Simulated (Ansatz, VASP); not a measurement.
## CuI: VASP beside Ansatz

Wanted: the spread between two codes on one cell, functional and k mesh. The cell is taken from a series of VASP runs on this material, whose earlier steps may have relaxed, scaled or displaced it; both programs get it as it stands.

Method: plane waves, with VASP 6.6.1 beside it; band structure at HSE06 and band structure at r2SCAN-EpsX with an exact-exchange share of 0.152, in Ansatz 0.2.0.

### 1. The starting structure

Symmetry: F-43m, No. 216, cubic system. Conventional cell: a = 6.032 Å, b = 6.032 Å, c = 6.032 Å, α = 90.00°, β = 90.00°, γ = 90.00°. I has 4 Cu at 2.61 Å nearest. Nearest to Cu lie 4 I at 2.61 Å. Farther neighbours and most contacts between anions are not listed.

Structure file:

```xyz
2
Lattice="0.0000 3.0160 3.0160 3.0160 0.0000 3.0160 3.0160 3.0160 0.0000" Properties=species:S:1:pos:R:3 pbc="T T T"
I     0.0000    0.0000    0.0000
Cu    4.5240    4.5240    4.5240
```

### 2. VASP: band structure, HSE06

The same path points are solved in both programs, so levels can be compared one by one.

Lines of VASP's logs that name or quote its potential files are left out, and so is its time.

The run reads the wave functions of an earlier VASP run, which isn't shown here.

Input file INCAR:

```
SYSTEM = CuI
PREC = Accurate
ENCUT = 350
EDIFF = 1E-06
NELM = 100
ISMEAR = 0
SIGMA = 0.03
LREAL = .FALSE.
ALGO = Normal
LHFCALC = .TRUE.
AEXX = 0.25
GGA = PE
HFSCREEN = 0.2
LASPH = .TRUE.
NBANDS = 15
PRECFOCK = Fast
LORBIT = 11
LWAVE = .FALSE.
LCHARG = .FALSE.
KPAR = 4
```

Input file POSCAR:

```
CuI
1.0
    0.0000000000      3.0160000000      3.0160000000
    3.0160000000      0.0000000000      3.0160000000
    3.0160000000      3.0160000000      0.0000000000
I Cu
1 1
Direct
    0.0000000000      0.0000000000      0.0000000000
    0.7500000000      0.7500000000      0.7500000000
```

Input file KPOINTS:

```
Automatic mesh
0
Gamma
4 4 4
0 0 0
```

Input file KPOINTS_OPT:

```
Line mode
10
Line-mode
Reciprocal
  0.00000000   0.00000000   0.00000000 GAMMA
  0.50000000   0.00000000   0.50000000 X

  0.50000000   0.00000000   0.50000000 X
  0.50000000   0.25000000   0.75000000 W

  0.50000000   0.25000000   0.75000000 W
  0.37500000   0.37500000   0.75000000 K

  0.37500000   0.37500000   0.75000000 K
  0.00000000   0.00000000   0.00000000 GAMMA

  0.00000000   0.00000000   0.00000000 GAMMA
  0.50000000   0.50000000   0.50000000 L

  0.50000000   0.50000000   0.50000000 L
  0.62500000   0.25000000   0.62500000 U

  0.62500000   0.25000000   0.62500000 U
  0.50000000   0.25000000   0.75000000 W

  0.50000000   0.25000000   0.75000000 W
  0.50000000   0.50000000   0.50000000 L

  0.50000000   0.50000000   0.50000000 L
  0.37500000   0.37500000   0.75000000 K

  0.62500000   0.25000000   0.62500000 U
  0.50000000   0.00000000   0.50000000 X
```

The projector-augmented-wave data sets are I and Cu (PBE family, release 64).

Launch:

```
$ mpirun -np 4 vasp_std
```

Numbers of over 12 decimals in the logs are rounded to 6 here.

The program printed:

```text
[banner, memory and clock lines left out]
running    4 mpi-ranks, on    1 nodes
 distrk:  each k-point on    1 cores,    4 groups
 distr:  one band on    1 cores,    1 groups

 POSCAR found type information on POSCAR I Cu
 POSCAR found :  2 types and       2 ions
 LDA part: xc-table for (Slater+PW92), standard interpolation
 found WAVECAR, reading the header
 POSCAR, INCAR and KPOINTS ok, starting setup
 FFT: planning ... GRIDC
 FFT: planning ... GRID_SOFT
 FFT: planning ... GRID
 reading WAVECAR
 the WAVECAR file was read successfully
 initial charge from wavefunction
 entering main loop
       N       E                     dE             d eps       ncg     rms          rms(c)
DAV:   1    -0.655552763359E+01   -0.65555E+01   -0.13422E+00   318   0.406E+01    0.343E+00
DAV:   2    -0.642671991273E+01    0.12881E+00   -0.93435E-01   303   0.363E+01    0.315E+00
DAV:   3    -0.644292976020E+01   -0.16210E-01   -0.47433E-02   374   0.252E+00    0.216E+00
DAV:   4    -0.644113028738E+01    0.17995E-02   -0.10323E-02   311   0.376E+00    0.133E+00
DAV:   5    -0.644111121864E+01    0.19069E-04   -0.23927E-03   381   0.969E-01    0.924E-01
DAV:   6    -0.644108437042E+01    0.26848E-04   -0.14487E-04   370   0.286E-01    0.549E-01
DAV:   7    -0.644106970963E+01    0.14661E-04   -0.29972E-05   388   0.156E-01    0.310E-01
DAV:   8    -0.644106814919E+01    0.15604E-05   -0.58081E-06   275   0.168E-02    0.178E-01
DAV:   9    -0.644106889627E+01   -0.74708E-06   -0.23178E-06   296   0.242E-02
   1 F= -.64410689E+01 E0= -.64410689E+01  d E =-.595867E-23
 Start KPOINTS_OPT (optional k-point list driver)
k-point batch [1-8\100]
       N       E                     dE             ncg
DAV:   1     0.937249202583E+03   -0.90677E+03      240
DAV:   2     0.316795150225E+02   -0.90557E+03      247
DAV:   3    -0.334992039282E+02   -0.65179E+02      324
DAV:   4    -0.355059607651E+02   -0.20068E+01      325
DAV:   5    -0.355721536272E+02   -0.66193E-01      355
DAV:   6    -0.355751809584E+02   -0.30273E-02      364
DAV:   7    -0.355752172466E+02   -0.36288E-04      340
DAV:   8    -0.355752175423E+02   -0.29567E-06      260
[...]
k-point batch [97-100\100]
       N       E                     dE             ncg
DAV:   1     0.246536334324E+04   -0.15439E+04      120
DAV:   2     0.206987237309E+04   -0.39549E+03      134
DAV:   3     0.204960284612E+04   -0.20270E+02      148
DAV:   4     0.204904166810E+04   -0.56118E+00      185
DAV:   5     0.204902756801E+04   -0.14100E-01      192
DAV:   6     0.204902740578E+04   -0.16223E-03      192
DAV:   7     0.204902740374E+04   -0.20460E-05      176
DAV:   8     0.204902740370E+04   -0.38223E-07      144
```

Parts of OUTCAR (step 2):

```text
ion  position               nearest neighbor table
   1  0.000  0.000  0.000-   2 2.61   2 2.61   2 2.61   2 2.61
   2  0.750  0.750  0.750-   1 2.61   1 2.61   1 2.61   1 2.61

  LATTYP: Found a face centered cubic cell.
 ALAT       =     6.0320000000

 Subroutine GETGRP returns: Found 24 space group operations
 (whereof 24 operations were pure point group operations)

The static configuration has the point symmetry T_d .

 Found      8 irreducible k-points:

   k-points           NKPTS =      8   k-points in BZ     NKDIM =     64   number of bands    NBANDS=     15

   dimension x,y,z NGX =    28 NGY =   28 NGZ =   28
   dimension x,y,z NGXF=    56 NGYF=   56 NGZF=   56

   ENCUT  =  350.0 eV  25.72 Ry    5.07 a.u.   6.51  6.51  6.51*2*pi/ulx,y,z

   NELECT =      18.0000    total number of electrons

 k-points in reciprocal lattice and weights: Automatic mesh
   0.00000000  0.00000000  0.00000000       0.016
   0.25000000  0.00000000  0.00000000       0.125
   0.50000000  0.00000000  0.00000000       0.062
   0.25000000  0.25000000  0.00000000       0.094
   0.50000000  0.25000000  0.00000000       0.375
  -0.25000000  0.25000000  0.00000000       0.188
   0.50000000  0.50000000  0.00000000       0.047
  -0.25000000  0.50000000  0.25000000       0.094

  exchange ACFDT corr.  =         0.00000000  see jH, gK, PRB 81, 115126

 average (electrostatic) potential at core
       1 -88.5109       2 -57.9583

 E-fermi :   3.8496

 k-point     1 :       0.0000    0.0000    0.0000
  band No.  band energies     occupation
    ...
      5       1.0929      2.00000
      6       1.0929      2.00000
      7       3.6453      2.00000
      8       3.6454      2.00000
      9       3.6454      2.00000
     10       6.2830      0.00000
     11       9.9382      0.00000
     12       9.9382      0.00000
     13       9.9382      0.00000
     14      13.5565      0.00000
    ...

 k-point     2 :       0.2500    0.0000    0.0000
  band No.  band energies     occupation
    ...
      5       1.0835      2.00000
      6       1.0835      2.00000
      7       1.9428      2.00000
      8       3.1977      2.00000
      9       3.1977      2.00000
     10       7.4194      0.00000
     11      10.5250      0.00000
     12      10.5250      0.00000
     13      10.5969      0.00000
     14      13.8584      0.00000
    ...

 k-point     3 :       0.5000    0.0000    0.0000
  band No.  band energies     occupation
    ...
      5       1.1174      2.00000
      6       1.1174      2.00000
      7       1.1714      2.00000
      8       2.7862      2.00000
      9       2.7863      2.00000
     10       7.2582      0.00000
     11      10.4515      0.00000
     12      10.4515      0.00000
     13      12.5008      0.00000
     14      14.5082      0.00000
    ...

  energy-cutoff  :      350.00
  volume of cell :       54.87
      direct lattice vectors                 reciprocal lattice vectors
     0.000000000  3.016000000  3.016000000    -0.165782493  0.165782493  0.165782493
     3.016000000  0.000000000  3.016000000     0.165782493 -0.165782493  0.165782493
     3.016000000  3.016000000  0.000000000     0.165782493  0.165782493 -0.165782493

 POSITION                                       TOTAL-FORCE (eV/Angst)
 -----------------------------------------------------------------------------------
      0.00000      0.00000      0.00000         0.000000     -0.000000     -0.000000
      4.52400      4.52400      4.52400        -0.000000      0.000000      0.000000
 -----------------------------------------------------------------------------------
    total drift:                               -0.000285     -0.000116     -0.000139

  FREE ENERGIE OF THE ION-ELECTRON SYSTEM (eV)
  ---------------------------------------------------
  free  energy   TOTEN  =        -6.4410688963 eV

  energy  without entropy=       -6.4410688963  energy(sigma->0) =       -6.44106890

 total charge
# of ion       s       p       d       tot
------------------------------------------
    1        1.487   2.882   0.045   4.414
    2        0.298   0.261   9.416   9.975
--------------------------------------------------
tot          1.785   3.143   9.461  14.389

[... 3 further parts left out ...]
```

The k-mesh is coarse for exact exchange; levels may shift by about 0.1 eV on a finer one.

### 3. Ansatz: band structure, HSE06

Ansatz runs on its default PAW (the set named soft_2) files.

The same cell, functional, mesh and smearing now go to Ansatz, which takes its cutoff from its data sets.

Input file input.yaml:

```yaml
crystal:
  lattice:
    - [0.0, 3.016, 3.016]
    - [3.016, 0.0, 3.016]
    - [3.016, 3.016, 0.0]
  atoms:
    - { symbol: I, position: [0.0, 0.0, 0.0] }
    - { symbol: Cu, position: [0.75, 0.75, 0.75] }
hamiltonian:
  xc: { exchange: pbe, correlation: pbe, exx: { coeff: 0.25, omega: 0.2 } }
  pseudopotentials: { kind: paw }
kpoints:
  mp_grid: { grid: [4, 4, 4] }
  band_path:
    path:
      - [0.0, 0.0, 0.0]
      - [0.5, 0.0, 0.5]
      - [0.5, 0.22222, 0.72222]
      - [0.40278, 0.34722, 0.75]
      - [0.125, 0.125, 0.25]
      - [0.27778, 0.27778, 0.27778]
      - [0.55556, 0.38889, 0.55556]
      - [0.58333, 0.25, 0.66667]
      - [0.5, 0.30556, 0.69444]
      - [0.48611, 0.48611, 0.52778]
      - [0.625, 0.25, 0.625]
      - [0.5, 0.0, 0.5]
    npoints: 1
scf:
  occupations: { method: gaussian, width: 0.03 }
  n_extra_bands: 7
output:
  forces: true
  stress: true
  eigenvalues: true
```

Launch:

```
$ ansatz run input.yaml --threads 4 --pin off --max-ram 9216MiB --backend cpu --events-out ev --progress --plain --runs-dir out
```

The program printed:

```text
Warning: output.stress: scf.convergence.dr2_threshold = 1e-7 eV (the SCF's general default) is looser than the 2e-10 eV advised for a printed stress (1e-10 eV for each atom of the cell: 2). What an SCF threshold leaves in a stress goes as its square root, and in the free energy as the threshold itself, and one threshold admits the most on a small cell: [figures from the program's tests cut] Set scf.convergence.dr2_threshold to 2e-10 eV or tighter. The threshold is an SCF's pass mark: one that does not reach it within its budget of iterations ends unconverged, or closes short of it on a stop that the run arms, and scf.convergence.dr2_threshold's page says what that costs each kind of run
Warning: output.stress: scf.exx.energy_threshold = 1e-6 eV is looser than the 2e-8 eV advised for a stress under a hybrid functional (1e-8 eV for each atom of the cell: 2). Every SCF of the exchange loop can meet its threshold on dr2 while the loop round them stops early: no threshold on dr2 bounds what that leaves in the stress. Set scf.exx.energy_threshold to 2e-8 eV or tighter. The threshold is the loop's pass mark: a loop that does not reach it within its budget of cycles ends unconverged, and scf.exx.energy_threshold's page has the law
scf.n_extra_bands = 7 over 18 filled bands (N_el = 36.0): the run solves 25 bands
Engine: ansatz 0.2.0, aarch64-unknown-linux-gnu
Pseudopotentials: kind: paw
Pseudopotential: I, paw, valence charge 17, recommended cutoff 420 eV (normal), I.paw.azcp
Pseudopotential: Cu, paw, valence charge 19, recommended cutoff 420 eV (normal), Cu.paw.azcp
Functional definition: unnamed
  parameter a_1 = 0.25
  parameter omega_1 = 0.2/angstrom
  exchange = pbe_x + (-a_1)*pbe_x_sr(omega_1) + a_1*exact_x_sr(omega_1)
  correlation = pbe_c
Crystal: 2 atoms, lattice volume = 54.869 Å³
Basis set: ecut = 420 eV, 1067 PW (Γ), exchange–correlation on 60×60×60 points (8 copies of the dense FFT grid, shifted against one another)
Bands: 25, of which v1, the nominal top of the filled ones, is band 18 counted from 1 (17 counted from 0)
Symmetry: 24 space group operations
Space group: F-43m (ITA 216), of the structure as read, at distance tolerance 3.8e-5 Å
k-points: 8 of 64 (time reversal used)
Non-local potential: I, projectors of the file, l = 0: 2, l = 1: 2, l = 2: 2, l = 3: 2
Non-local potential: Cu, projectors of the file, l = 0: 3, l = 1: 2, l = 2: 3, l = 3: 1
PAW form: soft (Blöchl's): semilocal exchange-correlation on the pseudo side does not see the compensation charge
PAW frozen core: I, regenerated for the run's functional, and the local potential with it (the file was generated under x = pbe(κ = 0.804, μ = 0.219515), c = pbe(β = 0.066725))
PAW frozen core: Cu, regenerated for the run's functional, and the local potential with it (the file was generated under x = pbe(κ = 0.804, μ = 0.219515), c = pbe(β = 0.066725))
PAW one-centre angular grid: I, 590 points (default); XC on 96 Gauss nodes
PAW one-centre angular grid: Cu, 590 points (default); XC on 64 Gauss nodes
Initial density: superposition of atomic densities (neutral atoms: chi_scale 0, normalization atom), corrected by the library's trained network
Initial wavefunctions: pseudopotential atomic-orbital guess
Functional: x = pbe(κ = 0.804, μ = 0.219515), c = pbe(β = 0.066725), warm-up for x = pbe(κ = 0.804, μ = 0.219515) + 0.25 (exact − pbe) at short range (hse, ω = 0.2 Å⁻¹), c = pbe(β = 0.066725)
SCF iter   1: F=—  HF=-14138.327422 eV  |F-HF|=—  |Δ(HF+E_count)|=         —  Δρ=6.60e-4  dr2=1.36e-4  ethr=1.77e-3  ⟨swp⟩=12.1  Hψ=991  notcnv=0
preconditioner: auto → none  [insulator: Δε(μ)=1.167 eV  Ē_g=11.232 eV  σ=0.030 eV  W_gap=1.00  n_scr=14 (ndim 8)  ℏωp=21.3 eV  f_vac=0.177  D(μ)=0.00/eV (n_scr^D=0)]
SCF iter   2: F=-14138.327677 eV  HF=-14138.327711 eV  |F-HF|=3.39e-5  |Δ(HF+E_count)|=   2.88e-4  Δρ=3.10e-4  dr2=3.65e-5  ethr=3.78e-7  ⟨swp⟩=4.6  Hψ=714  notcnv=0
SCF 1 stopped early in 2 iterations: F = -14138.327677 eV  dr2 = 3.65e-5
  greatest PAW one-centre occupation: 1.000 electrons in one spin orbital (limit 2), on the Cu atom at site 1 (counted from 0), in its partial waves of l = 0
Initial density: handed on by an earlier stage of this run
Initial wavefunctions: those handed on with the density
Functional: x = pbe(κ = 0.804, μ = 0.219515) + 0.25 (exact − pbe) at short range (hse, ω = 0.2 Å⁻¹), c = pbe(β = 0.066725)
Exchange kernel: α = 0.2500, screened, ω = 0.2000 Å⁻¹, Wigner–Seitz truncation, v(0) = 1112.9524 eV·Å³, q-mesh 4×4×4, nearest image of the exchange supercell L = 17.06 Å, pair-density grid 18×18×18, without the augmentation charges, whose exchange is taken in its separable form by FFT convolution over the k-point mesh (sized by the pseudopotential files, 24×24×24 at the most), smooth part of the exact exchange by density-matrix convolution
Frozen-core exchange: fock
SCF iter   1: F=—  HF=-14142.493221 eV  |F-HF|=—  |Δ(HF+E_count)|=         —  Δρ=3.25e-2  dr2=3.94e-1  ethr=1.01e-6  ⟨swp⟩=6.2  Hψ=937  notcnv=0
preconditioner: auto → none  [insulator: Δε(μ)=2.913 eV  Ē_g=13.532 eV  σ=0.030 eV  W_gap=1.00  n_scr=14 (ndim 8)  ℏωp=21.3 eV  f_vac=0.177  D(μ)=0.00/eV (n_scr^D=0)]
SCF iter   2: F=—  HF=-14142.505233 eV  |F-HF|=—  |Δ(HF+E_count)|=   1.20e-2  Δρ=2.78e-2  dr2=2.98e-1  ethr=1.01e-6  ⟨swp⟩=6.0  Hψ=777  notcnv=0
SCF iter   3: F=—  HF=-14142.413036 eV  |F-HF|=—  |Δ(HF+E_count)|=   9.22e-2  Δρ=5.79e-3  dr2=1.39e-2  ethr=1.01e-6  ⟨swp⟩=5.4  Hψ=729  notcnv=0
SCF iter   4: F=—  HF=-14142.425128 eV  |F-HF|=—  |Δ(HF+E_count)|=   1.21e-2  Δρ=2.74e-3  dr2=2.94e-3  ethr=1.01e-6  ⟨swp⟩=4.1  Hψ=648  notcnv=0
iter 5 solved again at ethr=3.48e-8 eV; its pass at ethr=1.01e-6 eV (dr2=1.25e-5 eV) is discarded
SCF iter   5: F=—  HF=-14142.424603 eV  |F-HF|=—  |Δ(HF+E_count)|=   5.24e-4  Δρ=1.56e-4  dr2=3.96e-5  ethr=3.48e-8  ⟨swp⟩=2.0  Hψ=861  notcnv=0
SCF iter   6: F=—  HF=-14142.424826 eV  |F-HF|=—  |Δ(HF+E_count)|=   2.23e-4  Δρ=2.30e-4  dr2=3.25e-5  ethr=3.48e-8  ⟨swp⟩=4.1  Hψ=528  notcnv=0  defer=1
SCF iter   7: F=-14142.424815 eV  HF=-14142.424815 eV  |F-HF|=3.43e-7  |Δ(HF+E_count)|=   1.10e-5  Δρ=2.63e-5  dr2=1.18e-6  ethr=3.48e-8  ⟨swp⟩=4.0  Hψ=433  notcnv=0
SCF 2 stopped early in 7 iterations: F = -14142.424815 eV  dr2 = 1.18e-6
  greatest PAW one-centre occupation: 1.000 electrons in one spin orbital (limit 2), on the Cu atom at site 1 (counted from 0), in its partial waves of l = 1
hybrid outer 1: dexx = +1.503e-2 eV, tail = 9.05e-5 eV
Exchange kernel: α = 0.2500, screened, ω = 0.2000 Å⁻¹, Wigner–Seitz truncation, v(0) = 1112.9524 eV·Å³, q-mesh 4×4×4, nearest image of the exchange supercell L = 17.06 Å, pair-density grid 18×18×18, without the augmentation charges, whose exchange is taken in its separable form by FFT convolution over the k-point mesh (sized by the pseudopotential files, 24×24×24 at the most), smooth part of the exact exchange by density-matrix convolution
Frozen-core exchange: fock
SCF iter   1: F=—  HF=-14142.424658 eV  |F-HF|=—  |Δ(HF+E_count)|=         —  Δρ=1.20e-4  dr2=5.30e-6  ethr=1.26e-6  ⟨swp⟩=4.6  Hψ=460  notcnv=0
preconditioner: auto → none  [insulator: Δε(μ)=2.695 eV  Ē_g=13.157 eV  σ=0.030 eV  W_gap=1.00  n_scr=14 (ndim 8)  ℏωp=21.3 eV  f_vac=0.181  D(μ)=0.00/eV (n_scr^D=0)]
SCF iter   2: F=—  HF=-14142.424658 eV  |F-HF|=—  |Δ(HF+E_count)|=   4.98e-8  Δρ=2.03e-5  dr2=1.57e-7  ethr=1.06e-8  ⟨swp⟩=4.0  Hψ=513  notcnv=0
SCF iter   3: F=—  HF=-14142.424658 eV  |F-HF|=—  |Δ(HF+E_count)|=   3.60e-7  Δρ=7.52e-6  dr2=4.95e-8  ethr=2.73e-10  ⟨swp⟩=4.0  Hψ=531  notcnv=0  defer=1
SCF iter   4: F=-14142.424658 eV  HF=-14142.424658 eV  |F-HF|=4.44e-9  |Δ(HF+E_count)|=   1.56e-8  Δρ=2.23e-6  dr2=2.98e-9  ethr=1.14e-10  ⟨swp⟩=3.1  Hψ=389  notcnv=0  defer=1
SCF 3 converged in 4 iterations: F = -14142.424658 eV  dr2 = 2.98e-9
  Residual-converged pass: ⟨swp⟩=3.0  Hψ=438  notcnv=0  max |occ|·‖R‖ = 2.4e-6 eV (tolerance 2.4e-6 eV)  dr2=3.02e-9  dr2_onsite=3.75e-9  max |Δocc| = 0.0e0
hybrid outer 2: dexx = +4.982e-7 eV, tail = 6.65e-8 eV, Δε = 6.52e-3 eV (about 2.76e-4 eV left of the loop's levels)
NSCF: frozen V_eff on 12 k-points
hybrid SCF converged: 2 outer / 11 inner (+2 warm-up), last move |dexx| = 4.98e-7 eV, tail = 6.65e-8 eV
Stability not checked: this state was not tested for a lower state beside it, because the functional holds exact exchange (a hybrid, or Hartree-Fock), whose exchange loop this test does not read (fock_operator; see scf.lower_state_search)
Free energy (F): -14142.424658 eV
Frozen-core exchange: fock
Harris-Foulkes:  -14142.424658 eV  (|F-HF|=4.44e-9)
Internal energy: -14142.424658 eV  (E = F + TS)
E sigma→0 (E₀):  -14142.424658 eV
Fermi energy:    8.748173 eV
--- Per-component energies (eV) ---
  E_band       = -954.782428
  E_kinetic    = 490.371366
  E_local      = -7612.982895  (includes V_loc(G=0)·N_el)
  E_nonlocal   = 324.254755
  E_hartree    = 3552.307319
  E_xc         = -172.751321
  E_vxc        = -191.997139  (∫ρ·V_xc dr)
  E_exx        = -160.416671  (= α·E_x^exact, valence–valence)
  E_paw        = -6387.144120  (= ΣΔE_a)
  E_vpaw       = -748.215574  (= ΣTr[D̂ρ^β])
  E_aug_tail   = 0.000240  (compensation charges beyond the density's cutoff)
  E_ewald      = -4175.480603
  E_core_change = -0.582723  (= ΣΔE_core)
  E_smearing   = -0.000000  (= −TS)
  E_closure    = -0.000006  (closes the sum)
  Σ components = -14142.424658   (vs F -14142.424658, Δ=0.00e0)
--- Forces (eV/Å), atoms counted from 1 ---
  atom   1  I     -0.00000000     0.00000000     0.00000000
  atom   2  Cu     0.00000000     0.00000000    -0.00000000
  max |Σ_I F_I| component: 4.39e-17 eV/Å
--- Stress (GPa, compression-positive) ---
        1.448183       0.000000      -0.000000
        0.000000       1.448183       0.000000
       -0.000000       0.000000       1.448183
  P = ⅓ Tr σ = 1.4482 GPa (14.482 kbar)
--- Band table (eV; the first three rows and the last of 8) ---
  k-point 0: bands = [... 14 lower, 4.8315, 7.3999, 7.3999, 7.3999, 10.0960, 13.7376, 13.7376, 13.7376, ... 3 higher]
  k-point 1: bands = [... 14 lower, 4.8219, 5.6895, 6.9517, 6.9517, 11.2189, 14.3253, 14.3253, 14.3852, ... 3 higher]
  k-point 2: bands = [... 14 lower, 4.8554, 4.9105, 6.5402, 6.5402, 11.0519, 14.2479, 14.2479, 16.2525, ... 3 higher]
  k-point 7: bands = [... 14 lower, 4.9292, 4.9468, 5.0838, 5.6514, 13.3188, 13.6400, 14.9879, 15.1499, ... 3 higher]
```

Run time: 25 s. Hardware: 4 threads of Arm Neoverse V2, shared host; peak memory 0.8 GiB.

[end of part 1 of 2]

[Lines on the potential files, build, host, timing and source positions are cut from VASP's logs without a mark.]

[Logs are printed without paths, hosts, clocks, repeated set-up lines and the standing remarks that a program may print on its own settings, such as how far it seeks lower states.]

[Hosts, paths, dates, database ids (printed as entryN), source tags and the programs' standing remarks are cut or masked in the printed files.]
